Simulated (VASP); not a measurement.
# VASP 6.6.1 run: ZnS

INCAR

```
NSW = 0
ISMEAR = -5
SIGMA = 0.02
NBANDS = 16
ENCUT = 520
PREC = Accurate
EDIFF = 1E-7
IBRION = -1
GGA = PE
NELM = 74
LWAVE = .FALSE.
LCHARG = .FALSE.
LREAL = .FALSE.
LASPH = .TRUE.
ISIF = 2
```

KPOINTS

```
KPOINTS created by Atomic Simulation Environment
0
Gamma
1 1 1
0 0 0
```

POSCAR

```
Zn S
 1.0000000000000000
     0.0000000000000000    2.6940858314999998    2.6132632565999998
     2.6940858314999998    0.0000000000000000    2.6132632565999998
     2.6940858314999998    2.6940858314999998    0.0000000000000000
 Zn  S
   1   1
Cartesian
  0.0000000000000000  0.0000000000000000  0.0000000000000000
  1.3470429157499997  1.3470429157499997  1.3066316282999997
```

The recommended PBE PAW datasets give the neutral cell 18 valence electrons.

Command

```
mpirun -np 1 vasp_std
```

Task: How does this run end, and what does it give?

Result: VASP stopped before the first electronic step.

Standard output (part)

```
POSCAR found type information on POSCAR ZnS
 POSCAR found :  2 types and       2 ions
 LDA part: xc-table for (Slater+PW92), standard interpolation
|     EEEEEEE  RRRRRR   RRRRRR   OOOOOOO  RRRRRR      ###     ###     ###     |
|     E        R     R  R     R  O     O  R     R     ###     ###     ###     |
|     E        R     R  R     R  O     O  R     R     ###     ###     ###     |
|     EEEEE    RRRRRR   RRRRRR   O     O  RRRRRR       #       #       #      |
|     E        R    R   R    R   O     O  R    R      ###     ###     ###     |
|     EEEEEEE  R     R  R     R  OOOOOOO  R     R     ###     ###     ###     |
|     IBZKPT: tetrahedron method fails for NKPT<4. NKPT = 1                   |
|       ---->  I REFUSE TO CONTINUE WITH THIS SICK JOB ... BYE!!! <----       |
```

The fault: tetrahedra on too few k points.
